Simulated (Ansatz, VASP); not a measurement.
## PbSe in VASP and in Ansatz

```xyz
2
Lattice="0.0000 3.0775 3.0775 3.0775 0.0000 3.0775 3.0775 3.0775 0.0000" Properties=species:S:1:pos:R:3 pbc="T T T"
Pb    0.0000    0.0000    0.0000
Se    3.0775    3.0775    3.0775
```

Alike in both runs: task single point; functional PBE; k mesh 10 × 10 × 10; occupations gaussian, width 0.01 eV; no spin polarisation.

|  | VASP | Ansatz |
| --- | --- | --- |
| version | VASP 6.6.1 | Ansatz 0.2.0 |
| potentials or method | VASP PAW PBE potentials, release 64 (Pb_d, Se) | scalar-relativistic, plane waves, PAW |
| plane-wave cutoff (eV) | 520 | 420 |
| valence electrons in the cell | 20 | 30 |

```tsv
	VASP	Ansatz	Ansatz less VASP
gap on the k mesh at the Fermi level (eV)	0.34	0.34	-0.005
least direct gap on the mesh (eV)	0.34	0.34	-0.005
pressure (GPa)	1.5	1.5	+0.02
```

The two sets of potentials don't hold the same shells in valence.

Caveats: spin-orbit coupling is left out, which as a rule narrows the gap of such compounds by several tenths of an eV.
